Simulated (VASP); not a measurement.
Crystal: Ga.

```
CELL_PARAMETERS angstrom
3.90884 0.00000 0.00000
-1.95442 3.38516 0.00000
0.00000 0.00000 4.43471
ATOMIC_POSITIONS crystal
Ga 0.22540 0.00000 0.33333
Ga 0.00000 0.22540 0.66667
Ga 0.77460 0.77460 0.00000
```

The cell was built by a generator and needn't be a form met in nature.

```yaml
Program: VASP 6.6.1
Task: relaxation of cell and atoms
Functional: PBE
Potentials_or_basis: VASP PAW PBE potentials, release 64 (Ga_d)
Cutoff: 600 eV
k_mesh: 6 × 6 × 4
Occupations: gaussian, width 0.1 eV
Spin: no spin polarisation
```

At the start: pressure 20.8 GPa; volume 19.56 Å³/atom.

How do energy, volume and symmetry change on relaxing?

Over 22 steps the energy falls by 911.5 meV/atom and the volume is 19.55 Å³/atom (-0.1 %); space group R-3m (No. 166, to 0.05 Å).

Step by step:
```csv
step,energy change (eV),largest force (eV/Å),pressure (GPa),volume (Å³)
1,0.0000,5.6012,20.78,58.68
2,-1.9808,0.1551,-6.15,82.51
3,-2.1380,0.7414,-3.43,73.64
4,-2.1411,0.6344,-3.93,74.60
5,-2.1408,0.6711,-3.70,74.26
6,-2.3237,0.6307,-2.69,69.27
7,-2.5380,0.5244,1.62,59.37
8,-2.5358,0.4516,4.14,56.73
9,-2.5423,0.4918,2.86,58.02
10,-2.6415,0.0887,1.34,58.39
11,-2.7039,0.0857,0.49,58.69
12,-2.6200,0.2039,0.19,58.97
13,-2.7081,0.1909,0.04,58.84
14,-2.7125,0.1499,0.18,58.78
15,-2.7224,0.1266,-0.42,59.13
16,-2.7228,0.1314,-0.56,59.07
17,-2.7265,0.1065,0.33,58.15
18,-2.7265,0.1005,0.70,57.96
19,-2.7298,0.0728,0.60,57.98
20,-2.7334,0.0039,0.48,58.03
21,-2.7335,0.0085,0.56,58.03
22,-2.7346,0.0003,-0.05,58.65
```

Final structure:
```cif
data_structure
_symmetry_space_group_name_H-M 'P 1'
_symmetry_Int_Tables_number 1
_cell_length_a 3.5312
_cell_length_b 3.5312
_cell_length_c 5.4310
_cell_angle_alpha 90.000
_cell_angle_beta 90.000
_cell_angle_gamma 120.000
_cell_volume 58.65
loop_
_atom_site_label
_atom_site_type_symbol
_atom_site_fract_x
_atom_site_fract_y
_atom_site_fract_z
_atom_site_occupancy
Ga1 Ga 0.33332 0.00000 0.33333 1
Ga2 Ga 0.00000 0.33332 0.66667 1
Ga3 Ga 0.66668 0.66668 0.00000 1
```
